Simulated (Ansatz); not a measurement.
Ansatz input

```yaml
crystal:
  lattice:
    - [4.335810084, 0.0, 0.0]
    - [-2.167905042, 3.7549216787, 0.0]
    - [0.0, 0.0, 5.9320022892]
  atoms:
    - { symbol: Te, position: [0.2833121449, 0.0, 0.3333333333] }
    - { symbol: Te, position: [0.0, 0.2833121449, 0.6666666667] }
    - { symbol: Te, position: [0.7166878551, 0.7166878551, 1.0] }
hamiltonian:
  xc: pbesol
  pseudopotentials:
    kind: paw
    azcp:
      Te: "pseudopotentials/Te.paw.azcp"
basis:
  ecutwfc: 420
  fft_grid_basis: typed
kpoints:
  mp_grid: { grid: [8, 8, 5], shift: [0, 0, 0] }
magnetization:
  spin_polarized: false
scf:
  occupations: { method: fermi_dirac, width: 0.05 }
```

and its output:

```
Warning: the record states the generating functional pbe (its physics header spells it `PBE`), which answers neither for hamiltonian.xc's functional nor for the pbesol family's — results may be inconsistent (PPs are generated against a specific XC)
Engine: ansatz 0.2.0, x86_64-unknown-linux-gnu
Pseudopotentials: kind: paw
Pseudopotential: Te, paw, valence charge 16, recommended cutoff 420 eV (normal) 
Functional definition: PBEsol
  exchange = pbesol_x
  correlation = pbesol_c
Crystal: 3 atoms, lattice volume = 96.577 Å³
Basis set: ecut = 420 eV, 1873 PW (Γ)
Bands: 28, of which v1, the nominal top of the filled ones, is band 24 counted from 1 (23 counted from 0)
Symmetry: 6 space group operations
Space group: P3121 (ITA 152), of the structure as read, at distance tolerance 4.6e-5 Å
k-points: 40 of 320 (time reversal used)
Non-local potential: Te, projectors of the file, l = 0: 2, l = 1: 2, l = 2: 2, l = 3: 2
PAW form: soft (Blöchl's): semilocal exchange-correlation on the pseudo side does not see the compensation charge
PAW frozen core: Te, regenerated for the run's functional, and the local potential with it (the file was generated under x = pbe(κ = 0.804, μ = 0.2195149727645171), c = pbe(β = 0.06672455060314922))
PAW one-centre angular grid: Te, 590 points (default); XC on 64 Gauss nodes
Initial density: superposition of atomic densities (neutral atoms: chi_scale 0, normalization atom), corrected by the library's trained network
Initial wavefunctions: pseudopotential atomic-orbital guess
Functional: x = pbesol(κ = 0.804, μ = 0.12345679012345678), c = pbesol(β = 0.046)
SCF iter   1: F=—  HF=-20704.541577 eV  |F-HF|=—  |Δ(HF+E_count)|=         —  Δρ=1.97e-3  dr2=2.34e-3  ethr=1.77e-3  ⟨swp⟩=7.0  Hψ=5014  notcnv=0
SCF iter   2: F=—  HF=-20704.538033 eV  |F-HF|=—  |Δ(HF+E_count)|=   3.54e-3  Δρ=1.09e-3  dr2=7.06e-4  ethr=4.87e-6  ⟨swp⟩=2.9  Hψ=2334  notcnv=0
SCF iter   3: F=—  HF=-20704.538130 eV  |F-HF|=—  |Δ(HF+E_count)|=   9.66e-5  Δρ=2.45e-4  dr2=5.48e-5  ethr=1.47e-6  ⟨swp⟩=2.0  Hψ=2080  notcnv=0
SCF iter   4: F=—  HF=-20704.538113 eV  |F-HF|=—  |Δ(HF+E_count)|=   1.74e-5  Δρ=1.15e-4  dr2=1.66e-5  ethr=1.14e-7  ⟨swp⟩=2.0  Hψ=2082  notcnv=0
SCF iter   5: F=—  HF=-20704.538121 eV  |F-HF|=—  |Δ(HF+E_count)|=   8.31e-6  Δρ=4.78e-5  dr2=2.57e-6  ethr=3.46e-8  ⟨swp⟩=2.0  Hψ=1310  notcnv=0
SCF iter   6: F=—  HF=-20704.538122 eV  |F-HF|=—  |Δ(HF+E_count)|=   1.31e-6  Δρ=1.04e-5  dr2=1.22e-7  ethr=5.36e-9  ⟨swp⟩=2.0  Hψ=1483  notcnv=0
SCF iter   7: F=-20704.538122 eV  HF=-20704.538122 eV  |F-HF|=2.34e-9  |Δ(HF+E_count)|=   6.13e-8  Δρ=2.42e-6  dr2=4.77e-9  ethr=2.08e-10  ⟨swp⟩=2.8  Hψ=2330  notcnv=0
SCF 1 converged in 7 iterations: F = -20704.538122 eV  dr2 = 4.77e-9
SCF converged after 7 iterations
Free energy (F): -20704.538122 eV
Harris-Foulkes:  -20704.538122 eV  (|F-HF|=2.34e-9)
Internal energy: -20704.537833 eV  (E = F + TS)
E sigma→0 (E₀):  -20704.537977 eV
Entropy (-TS):   -0.000290 eV (-0.097 meV/atom)
Fermi energy:    9.526883 eV
--- Per-component energies (eV) ---
  E_band       = -768.671439
  E_kinetic    = 541.983098
  E_local      = -3646.139347  (includes V_loc(G=0)·N_el)
  E_nonlocal   = -924.192516
  E_hartree    = 2355.481189
  E_xc         = -370.274219
  E_vxc        = -312.577500  (∫ρ·V_xc dr)
  E_paw        = -13752.870944  (= ΣΔE_a)
  E_vpaw       = -1138.711716  (= ΣTr[D̂ρ^β])
  E_aug_tail   = -0.000611  (compensation charges beyond the density's cutoff)
  E_ewald      = -4909.648927
  E_core_change = 1.124446  (= ΣΔE_core)
  E_smearing   = -0.000290  (= −TS)
  E_closure    = -0.000000  (closes the sum)
  Σ components = -20704.538122   (vs F -20704.538122, Δ=0.00e0)
```
